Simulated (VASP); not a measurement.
# BaTiO3: single point with PBE

The system is BaTiO3.

```
Ba Ti O
1.0
     3.99980    0.00000    0.00000
     0.00000    3.99980    0.00000
     0.00000    0.00000    4.01800
Ba Ti O
1 1 3
Direct
  0.00000 0.00000 0.00000
  0.50000 0.50000 0.49000
  0.00000 0.50000 0.51700
  0.50000 0.00000 0.51700
  0.50000 0.50000 0.01900
```

- Program: VASP 6.6.1
- Task: single point
- Functional: PBE
- Potentials or basis: VASP PAW PBE potentials, release 64 (Ba_sv, Ti_sv, O)
- Cutoff: 520 eV
- k mesh: 7 × 7 × 7
- Occupations: gaussian, width 0.014 eV
- Spin: no spin polarisation

```
Pressure               : 4.2 GPa
Largest force          : 0.274 eV/Å
Band gap on the k mesh : 1.87 eV, indirect (least direct gap 2.06 eV)
```

Forces in eV/Å, atoms in the order of the input:
```
Ba   0.000  0.000  0.076
Ti   0.000  0.000 -0.114
O    0.000  0.000 -0.118
O    0.000  0.000 -0.118
O    0.000  0.000  0.274
```

Stress tensor (GPa, compression positive):
```
3.91 0.00 0.00
0.00 3.91 0.00
0.00 0.00 4.84
```

Levels at points of the mesh, in eV from the valence-band top:
```
           k point  band 16  band 17  band 18  band 19  band 20  band 21  band 22  band 23  band 24  band 25
(0.00, 0.00, 0.00)    -1.13    -1.04    -0.21    -0.20    -0.20     1.87     2.08     2.08     4.06     4.15
```

It took 36 s on 1 thread of Intel(R) Xeon(R) 6975P-C (Granite Rapids), on a shared host, peak memory 0.21 GiB.

Caveat: spin-orbit coupling is left out, which moves the levels of the heavy elements; an odd mesh through Γ misses points on the zone boundary, where band edges often lie.
